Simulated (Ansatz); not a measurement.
# GaAs (F-43m) in Ansatz: further runs

One crystal, GaAs, is run at these levels: BHLYP; tasks: band structure, single point, equation of state.

Everything below comes from runs of Ansatz 0.2.0. Logs are shortened: lines on timing, memory, paths and dates and some standing lists are left out, and cuts for length are marked.

**Measured values to compare with.**

From “Evidence of valence band perturbations in GaAsN/GaAs(001): A combined variable-angle spectroscopic ellipsometry and modulated photoreflectance investigation”, 2008, arxiv:0805.2212, for a bulk crystal of GaAs at 300 K: band gap 1.412 ± 0.01 eV (direct).

The results are compared with them further down.

### Step 1. The structure

Symmetry: F-43m, No. 216, cubic system. Conventional cell: a = 5.654 Å, b = 5.654 Å, c = 5.654 Å, α = 90.00°, β = 90.00°, γ = 90.00°. Around As (site symmetry -43m) lie 4 Ga at 2.45 Å. Around Ga (site symmetry -43m) lie 4 As at 2.45 Å.

### Step 2. Band structure, BHLYP

The input, input.yaml:

```yaml
crystal:
  lattice:
    - [0.0, 2.82685, 2.82685]
    - [2.82685, 0.0, 2.82685]
    - [2.82685, 2.82685, 0.0]
  atoms:
    - { symbol: As, position: [0.75, 0.75, 0.75] }
    - { symbol: Ga, position: [0.0, 0.0, 0.0] }
hamiltonian:
  xc: { name: BHLYP }
  pseudopotentials: { kind: paw }
kpoints:
  mp_grid: { grid: [5, 5, 5] }
  band_path:
    path:
      - [[0.0, 0.0, 0.0], [0.5, 0.0, 0.5], [0.5, 0.25, 0.75], [0.375, 0.375, 0.75], [0.0, 0.0, 0.0], [0.5, 0.5, 0.5], [0.625, 0.25, 0.625], [0.5, 0.25, 0.75], [0.5, 0.5, 0.5], [0.375, 0.375, 0.75]]
      - [[0.625, 0.25, 0.625], [0.5, 0.0, 0.5]]
    npoints: 4
scf:
  occupations: { method: fermi_dirac, width: 0.05 }
  n_extra_bands: 6
output:
  forces: true
  stress: true
  eigenvalues: true
  fatbands: false
  write_density: true
  write_potential: true
  elf: true
  volumetric_format: npy
```

Potentials or basis: Ansatz PAW.

Started as:

```bash
$ ansatz run input.yaml --threads 2 --pin off --max-ram 5632MiB --backend cpu --events-out ev --progress --plain --runs-dir out
```

The program printed:

```text
Warning: output.stress: scf.convergence.dr2_threshold = 1e-7 eV (the SCF's general default) is looser than the 2e-10 eV advised for a printed stress (1e-10 eV for each atom of the cell: 2). What an SCF threshold leaves in a stress goes as its square root, and in the free energy as the threshold itself, and one threshold admits the most on a small cell: of the crystals measured, under no hybrid functional and no lock of the moments, on runs that ended without the residual-converged pass, on stresses that held no estimate of that error, the worst erred by over 100 MPa in a component at 1e-7 eV an atom and by under 5 at 1e-10. Set scf.convergence.dr2_threshold to 2e-10 eV or tighter. The threshold is an SCF's pass mark: one that does not reach it within its budget of iterations ends unconverged, or closes short of it on a stop that the run arms, and scf.convergence.dr2_threshold's page says what that costs each kind of run
Warning: output.stress: scf.exx.energy_threshold = 1e-6 eV is looser than the 2e-8 eV advised for a stress under a hybrid functional (1e-8 eV for each atom of the cell: 2). Every SCF of the exchange loop can meet its threshold on dr2 while the loop round them stops early: no threshold on dr2 bounds what that leaves in the stress. Set scf.exx.energy_threshold to 2e-8 eV or tighter. The threshold is the loop's pass mark: a loop that does not reach it within its budget of cycles ends unconverged, and scf.exx.energy_threshold's page has the law
Warning: RAYON_NUM_THREADS=2 ignored (pool sized by the plan → 2); use --threads N
scf.n_extra_bands = 6 over 14 filled bands (N_el = 28.0): the run solves 20 bands
Engine: ansatz 0.2.0, x86_64-unknown-linux-gnu
Pseudopotentials: kind: paw
Pseudopotential: As, paw, valence charge 15, recommended cutoff 420 eV (normal), As.paw.azcp
Pseudopotential: Ga, paw, valence charge 13, recommended cutoff 420 eV (normal), Ga.paw.azcp
Functional definition: BHLYP
  parameter a = 0.5
  exchange = (1 - a)*b88_x + a*exact_x
  correlation = lyp_c
Crystal: 2 atoms, lattice volume = 45.179 Å³
Basis set: ecut = 420 eV, 893 PW (Γ), exchange–correlation on 54×54×54 points (8 copies of the dense FFT grid, shifted against one another)
Bands: 20, of which v1, the nominal top of the filled ones, is band 14 counted from 1 (13 counted from 0)
Symmetry: 24 space group operations
Space group: F-43m (ITA 216), of the structure as read, at distance tolerance 3.6e-5 Å
k-points: 10 of 125 (time reversal used)
Non-local potential: As, projectors of the file, l = 0: 2, l = 1: 2, l = 2: 3, l = 3: 1
Non-local potential: Ga, projectors of the file, l = 0: 2, l = 1: 2, l = 2: 3, l = 3: 1
PAW form: soft (Blöchl's): semilocal exchange-correlation on the pseudo side does not see the compensation charge
PAW frozen core: As, regenerated for the run's functional, and the local potential with it (the file was generated under x = pbe(κ = 0.804, μ = 0.2195149727645171), c = pbe(β = 0.06672455060314922))
PAW frozen core: Ga, regenerated for the run's functional, and the local potential with it (the file was generated under x = pbe(κ = 0.804, μ = 0.2195149727645171), c = pbe(β = 0.06672455060314922))
PAW one-centre angular grid: As, 590 points (default); XC on 64 Gauss nodes
PAW one-centre angular grid: Ga, 590 points (default); XC on 64 Gauss nodes
Initial density: superposition of atomic densities (neutral atoms: chi_scale 0, normalization atom), corrected by the library's trained network
Initial wavefunctions: pseudopotential atomic-orbital guess
Functional: x = b88, c = lyp, warm-up for x = 0.5 b88 + 0.5 exact, c = lyp
SCF iter   1: F=—  HF=-8660.238717 eV  |F-HF|=—  |Δ(HF+E_count)|=         —  Δρ=4.87e-3  dr2=1.01e-2  ethr=1.77e-3  ⟨swp⟩=10.5  Hψ=913  notcnv=0
preconditioner: auto → none  [insulator: Δε(μ)=0.355 eV  Ē_g=17.377 eV  σ=0.050 eV  W_gap=0.94  n_scr=14 (ndim 8)  ℏωp=23.4 eV  f_vac=0.086  D(μ)=0.03/eV (n_scr^D=0)]
SCF iter   2: F=—  HF=-8660.234780 eV  |F-HF|=—  |Δ(HF+E_count)|=   3.94e-3  Δρ=2.04e-3  dr2=1.22e-3  ethr=3.61e-5  ⟨swp⟩=4.6  Hψ=451  notcnv=0  defer=5
iter 3 solved again at ethr=6.09e-8 eV; its pass at ethr=4.35e-6 eV (dr2=1.71e-5 eV) is discarded
SCF iter   3: F=—  HF=-8660.234413 eV  |F-HF|=—  |Δ(HF+E_count)|=   3.67e-4  Δρ=2.73e-4  dr2=1.72e-5  ethr=6.09e-8  ⟨swp⟩=3.7  Hψ=872  notcnv=0  defer=3
SCF iter   4: F=-8660.234419 eV  HF=-8660.234420 eV  |F-HF|=5.19e-7  |Δ(HF+E_count)|=   6.17e-6  Δρ=1.10e-4  dr2=2.36e-6  ethr=6.09e-8  ⟨swp⟩=3.2  Hψ=451  notcnv=0  defer=2
SCF 1 stopped early in 4 iterations: F = -8660.234419 eV  dr2 = 2.36e-6
Initial density: handed on by an earlier stage of this run
Initial wavefunctions: those handed on with the density
Functional: x = 0.5 b88 + 0.5 exact, c = lyp
Frozen-core exchange: fock
SCF iter   1: F=—  HF=-8653.692820 eV  |F-HF|=—  |Δ(HF+E_count)|=         —  Δρ=2.06e-2  dr2=8.20e-2  ethr=8.42e-8  ⟨swp⟩=8.3  Hψ=1080  notcnv=0
preconditioner: auto → none  [insulator: Δε(μ)=3.063 eV  Ē_g=24.395 eV  σ=0.050 eV  W_gap=1.00  n_scr=14 (ndim 8)  ℏωp=23.4 eV  f_vac=0.099  D(μ)=0.00/eV (n_scr^D=0)]
SCF iter   2: F=—  HF=-8653.717692 eV  |F-HF|=—  |Δ(HF+E_count)|=   2.49e-2  Δρ=1.07e-2  dr2=1.82e-2  ethr=8.42e-8  ⟨swp⟩=5.0  Hψ=817  notcnv=0
SCF iter   3: F=—  HF=-8653.721488 eV  |F-HF|=—  |Δ(HF+E_count)|=   3.80e-3  Δρ=1.85e-3  dr2=9.83e-4  ethr=8.42e-8  ⟨swp⟩=4.1  Hψ=702  notcnv=0
SCF iter   4: F=—  HF=-8653.720488 eV  |F-HF|=—  |Δ(HF+E_count)|=   9.99e-4  Δρ=1.55e-3  dr2=4.24e-4  ethr=8.42e-8  ⟨swp⟩=4.1  Hψ=683  notcnv=0
SCF iter   5: F=-8653.720021 eV  HF=-8653.720102 eV  |F-HF|=8.06e-5  |Δ(HF+E_count)|=   3.87e-4  Δρ=3.58e-4  dr2=2.96e-5  ethr=8.42e-8  ⟨swp⟩=4.0  Hψ=587  notcnv=0
SCF 2 stopped early in 5 iterations: F = -8653.720021 eV  dr2 = 2.96e-5
hybrid outer 1: dexx = +1.051e-1 eV, tail = 1.24e-3 eV
Frozen-core exchange: fock
SCF iter   1: F=—  HF=-8653.721046 eV  |F-HF|=—  |Δ(HF+E_count)|=         —  Δρ=2.51e-4  dr2=2.93e-5  ethr=2.22e-5  ⟨swp⟩=3.3  Hψ=425  notcnv=0
preconditioner: auto → none  [insulator: Δε(μ)=3.599 eV  Ē_g=24.148 eV  σ=0.050 eV  W_gap=1.00  n_scr=14 (ndim 8)  ℏωp=23.4 eV  f_vac=0.093  D(μ)=0.00/eV (n_scr^D=0)]
SCF iter   2: F=—  HF=-8653.721093 eV  |F-HF|=—  |Δ(HF+E_count)|=   4.74e-5  Δρ=1.76e-4  dr2=1.14e-5  ethr=6.78e-8  ⟨swp⟩=4.1  Hψ=607  notcnv=0
SCF iter   3: F=—  HF=-8653.721092 eV  |F-HF|=—  |Δ(HF+E_count)|=   1.30e-6  Δρ=3.56e-5  dr2=9.69e-7  ethr=3.63e-8  ⟨swp⟩=3.1  Hψ=411  notcnv=0  defer=1
SCF iter   4: F=—  HF=-8653.721092 eV  |F-HF|=—  |Δ(HF+E_count)|=   2.25e-7  Δρ=1.09e-5  dr2=7.26e-8  ethr=1.94e-9  ⟨swp⟩=4.2  Hψ=533  notcnv=0  defer=1
SCF iter   5: F=—  HF=-8653.721092 eV  |F-HF|=—  |Δ(HF+E_count)|=   4.66e-8  Δρ=4.72e-6  dr2=7.18e-9  ethr=1.88e-10  ⟨swp⟩=4.0  Hψ=492  notcnv=0  defer=1
SCF iter   6: F=-8653.721092 eV  HF=-8653.721092 eV  |F-HF|=1.78e-9  |Δ(HF+E_count)|=   1.01e-9  Δρ=2.31e-6  dr2=3.07e-9  ethr=2.08e-11  ⟨swp⟩=4.1  Hψ=500  notcnv=0  defer=1
SCF 3 converged in 6 iterations: F = -8653.721092 eV  dr2 = 3.07e-9
  Residual-converged pass: ⟨swp⟩=3.0  Hψ=387  notcnv=0  max |occ|·‖R‖ = 2.4e-6 eV (tolerance 2.4e-6 eV)  dr2=3.08e-9  dr2_onsite=5.69e-10  max |Δocc| = 1.5e-24
hybrid outer 2: dexx = +4.206e-5 eV, tail = 2.02e-6 eV, Δε = 1.88e-2 eV (about 1.25e-3 eV left of the loop's levels)
Frozen-core exchange: fock
SCF iter   1: F=—  HF=-8653.721090 eV  |F-HF|=—  |Δ(HF+E_count)|=         —  Δρ=1.54e-5  dr2=6.32e-8  ethr=3.61e-8  ⟨swp⟩=4.6  Hψ=455  notcnv=0
preconditioner: auto → none  [insulator: Δε(μ)=3.605 eV  Ē_g=24.143 eV  σ=0.050 eV  W_gap=1.00  n_scr=14 (ndim 8)  ℏωp=23.4 eV  f_vac=0.095  D(μ)=0.00/eV (n_scr^D=0)]
SCF iter   2: F=—  HF=-8653.721090 eV  |F-HF|=—  |Δ(HF+E_count)|=   4.14e-8  Δρ=9.43e-6  dr2=2.02e-8  ethr=1.74e-10  ⟨swp⟩=4.1  Hψ=603  notcnv=0  defer=1
SCF iter   3: F=-8653.721090 eV  HF=-8653.721090 eV  |F-HF|=2.06e-9  |Δ(HF+E_count)|=   5.85e-9  Δρ=2.48e-6  dr2=1.41e-9  ethr=6.71e-11  ⟨swp⟩=3.1  Hψ=446  notcnv=0  defer=1
SCF 4 converged in 3 iterations: F = -8653.721090 eV  dr2 = 1.41e-9
  Residual-converged pass: ⟨swp⟩=3.0  Hψ=385  notcnv=0  max |occ|·‖R‖ = 2.0e-6 eV (tolerance 2.4e-6 eV)  dr2=1.42e-9  dr2_onsite=4.74e-9  max |Δocc| = 2.5e-24
hybrid outer 3: dexx = +6.840e-8 eV, tail = 1.37e-8 eV, Δε = 8.52e-4 eV (about 1.35e-4 eV left of the loop's levels), ΔF = 1.85e-17 eV/Å (tail 1.18e-17)
NSCF: frozen V_eff on 42 k-points
hybrid SCF converged: 3 outer / 14 inner (+4 warm-up), last move |dexx| = 6.84e-8 eV, tail = 1.37e-8 eV
Stability not checked: this state was not tested for a lower state beside it, because the functional holds exact exchange (a hybrid, or Hartree-Fock), whose exchange loop this test does not read (fock_operator; see scf.lower_state_search)
Free energy (F): -8653.721090 eV
Frozen-core exchange: fock
Harris-Foulkes:  -8653.721090 eV  (|F-HF|=2.06e-9)
Internal energy: -8653.721090 eV  (E = F + TS)
E sigma→0 (E₀):  -8653.721090 eV
Fermi energy:    8.874203 eV
--- Per-component energies (eV) ---
  E_band       = -476.074183
  E_kinetic    = 217.726349
  E_local      = -3921.932168  (includes V_loc(G=0)·N_el)
  E_nonlocal   = -249.361186
  E_hartree    = 1989.023396
  E_xc         = -77.450083
  E_vxc        = -70.877921  (∫ρ·V_xc dr)
  E_exx        = -242.693919  (= α·E_x^exact, valence–valence)
  E_paw        = -3669.082061  (= ΣΔE_a)
  E_vpaw       = 55.712467  (= ΣTr[D̂ρ^β])
  E_aug_tail   = -0.000150  (compensation charges beyond the density's cutoff)
  E_ewald      = -2698.727786
  E_core_change = -1.223475  (= ΣΔE_core)
  E_smearing   = -0.000000  (= −TS)
  E_closure    = -0.000005  (closes the sum)
  Σ components = -8653.721090   (vs F -8653.721090, Δ=0.00e0)
--- Forces (eV/Å), atoms counted from 1 ---
  atom   1  As    -0.00000000     0.00000000     0.00000000
  atom   2  Ga    -0.00000000     0.00000000    -0.00000000
  max |Σ_I F_I| component: 2.61e-16 eV/Å
--- Stress (GPa, compression-positive) ---
        2.118927      -0.000000      -0.000000
       -0.000000       2.118927       0.000000
       -0.000000       0.000000       2.118927
  P = ⅓ Tr σ = 2.1189 GPa (21.189 kbar)
--- Band table (eV; the first three rows and the last of 10) ---
  k-point 0: bands = ["-34.9873", "-34.9873", "-34.9873", "-34.9739", "-34.9739", "-13.2794", "-13.2794", "-13.2794", "-13.1931", "-13.1931", "-8.2842", "7.0443", "7.0443", "7.0443", "10.6493", "13.8916", "13.8916", "13.8916", "18.1995", "20.8393"]
  k-point 1: bands = ["-34.9871", "-34.9870", "-34.9870", "-34.9739", "-34.9739", "-13.2919", "-13.2727", "-13.2727", "-13.1937", "-13.1937", "-7.7585", "3.3609", "6.4806", "6.4806", "11.6537", "14.6874", "14.6874", "15.5257", "19.5173", "19.5173"]
  k-point 2: bands = ["-34.9868", "-34.9866", "-34.9866", "-34.9736", "-34.9736", "-13.3120", "-13.2634", "-13.2634", "-13.1927", "-13.1927", "-6.5300", "-0.2332", "5.7993", "5.7993", "11.0706", "14.9386", "14.9386", "18.2825", "20.1142", "21.3914"]
  k-point 9: bands = ["-34.9870", "-34.9863", "-34.9858", "-34.9738", "-34.9733", "-13.3286", "-13.2540", "-13.2452", "-13.2024", "-13.1905", "-5.5882", "-0.4972", "2.8556", "3.9803", "14.0632", "14.5467", "15.4064", "19.0167", "20.3058", "22.1820"]
```

Run time: 2.8 min. Hardware: 2 threads of AMD EPYC 7B13 (Zen 3), shared host; peak memory 1.1 GiB.

What came out:

* Free energy: -8653.7211 eV
* Pressure: 2.1 GPa
* Band gap on the k mesh: 3.60 eV, direct
* Band gap along the path: 3.61 eV, direct

Levels at the corners of the path, in eV from the valence-band top:
```csv
point,band 12,band 13,band 14,band 15,band 16,band 17
Γ,0.00,0.00,0.00,3.61,6.85,6.85
X,-8.11,-3.15,-3.15,4.26,4.53,14.36
W,-7.86,-4.15,-3.88,7.81,8.10,8.92
K,-7.87,-4.53,-2.67,4.86,7.92,11.76
Γ,0.00,0.00,0.00,3.61,6.85,6.85
L,-7.90,-1.33,-1.33,3.94,7.84,7.84
U,-7.87,-4.53,-2.67,4.86,7.92,11.76
W,-7.86,-4.15,-3.88,7.81,8.10,8.92
L,-7.90,-1.33,-1.33,3.94,7.84,7.84
K,-7.87,-4.53,-2.67,4.86,7.92,11.76
U,-7.87,-4.53,-2.67,4.86,7.92,11.76
X,-8.11,-3.15,-3.15,4.26,4.53,14.36
```

Caveat: the PAW data sets come from PBE, with cores solved anew for the run's functional, which leaves a small shift of forces and pressure; the thresholds are loose for stress.

(Part 1 of 2 ends here.)
